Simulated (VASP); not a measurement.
Wanted: the native input for a VASP 6.6.1 run.

| Quantity | Value |
| --- | --- |
| Task | single point |
| Functional | PBE |
| Potentials or basis | VASP PAW PBE potentials, release 64 (Pb_d, S) |
| Cutoff | 520 eV |
| k mesh | 8 × 8 × 8 |
| Occupations | fermi-dirac, width 0.05 eV |
| Spin | no spin polarisation |
| Further INCAR settings | ALGO = Normal; EDIFF = 1e-07; NBANDS = 17 |

The structure of PbS lies in POSCAR:

```
PbS
1.0
    2.1126617058      1.2197458045      3.4519162518
   -2.1126617058      1.2197458045      3.4519162518
    0.0000000000     -2.4394916091      3.4519162518
Pb S
1 1
Direct
    0.9889180000      0.9767410000      0.9842380000
    0.4903730000      0.4763620000      0.4686870000
```

The cell is a database's computed one.

The cell isn't the ideal one: atoms moved at random, drawn with an rms of 0.05 Å.

One way to write it, as run:

INCAR

```
SYSTEM = PbS
PREC = Accurate
ENCUT = 520
EDIFF = 1E-7
ISMEAR = -1
SIGMA = 0.05
LREAL = .FALSE.
LASPH = .TRUE.
NELM = 60
ALGO = Normal
ISIF = 2
LWAVE = .FALSE.
LCHARG = .FALSE.
GGA = PE
NBANDS = 17
```

KPOINTS

```
Automatic mesh
0
G
  8 8 8
  0 0 0
```

Potentials or basis: VASP PAW PBE potentials, release 64 (Pb_d, S).

Launch:

```console
$ cat potpaw_PBE.64/Pb_d/POTCAR potpaw_PBE.64/S/POTCAR > POTCAR
$ mpirun -np 1 vasp_std > vasp.out
```

Results of the run:

```
Pressure               : 0.9 GPa
Largest force          : 0.022 eV/Å
Band gap on the k mesh : 0.45 eV, direct
```

Caveat: spin-orbit coupling is left out, which as a rule narrows the gap of such compounds by several tenths of an eV.

Wall time 4.2 min on 1 thread of AMD EPYC 7R43 64-Core Processor (Zen 3) (shared host), peak memory 0.31 GiB.
